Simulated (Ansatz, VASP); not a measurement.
AlAu in VASP and in Ansatz

Contents of INCAR:

```
SYSTEM = AlAu
PREC = Accurate
ENCUT = 520
EDIFF = 1E-7
ISMEAR = -1
SIGMA = 0.1
LREAL = .FALSE.
LASPH = .TRUE.
NELM = 100
ALGO = Normal
ISIF = 2
LWAVE = .FALSE.
LCHARG = .FALSE.
NBANDS = 14
```

KPOINTS

```
Automatic mesh
0
G
  7 7 7
  0 0 0
```

Contents of POSCAR:

```
AlAu
1.0
    3.2239420000      0.0000000000      0.0000000000
    0.0000000000      3.2239420000      0.0000000000
    0.0000000000      0.0000000000      3.2239420000
Al Au
1 1
Direct
    0.0000000000      0.0000000000      0.0000000000
    0.5000000000      0.5000000000      0.5000000000
```

Input for Ansatz:

```yaml
crystal:
  lattice:
    - [3.223942, 0.0, 0.0]
    - [0.0, 3.223942, 0.0]
    - [0.0, 0.0, 3.223942]
  atoms:
    - { symbol: Al, position: [0.0, 0.0, 0.0] }
    - { symbol: Au, position: [0.5, 0.5, 0.5] }
kpoints:
  mp_grid:
    grid: [7, 7, 7]
    shift: [0.0, 0.0, 0.0]
hamiltonian:
  xc: lda
  pseudopotentials:
    kind: all_electron
    lapw: {}
scf:
  convergence:
    dr2_threshold: 1.0e-07
  occupations:
    method: fermi_dirac
    width: 0.1
output:
  forces: true
  stress: true
  eigenvalues: true
```

The cell comes from a database or a generator and needn't be the stable form of this composition.

Alike in both runs: task single point; functional LDA; k mesh 7 × 7 × 7; occupations fermi-dirac, width 0.1 eV; no spin polarisation.

|  | VASP | Ansatz |
| --- | --- | --- |
| version | VASP 6.6.1 | Ansatz 0.2.0 |
| potentials or method | VASP PAW LDA potentials, release 64 (Al, Au) | all-electron (LAPW or listed datasets) |
| plane-wave cutoff (eV) | 520 | see its input |

Ansatz gave:

```
gap on the k mesh at the Fermi level (eV) : none
pressure (GPa)                            : -8.4
```

**Question.** Which values does VASP return?

**Answer.** gap on the k mesh at the Fermi level (eV): none; pressure (GPa): -8.2.

A gap of «none» marks a metal or a gap that the smearing closes. Ansatz ran all-electron here, so the differences hold the error of VASP's frozen core and of both bases.

The runs have no spin-orbit coupling, so splittings on Au are missing.
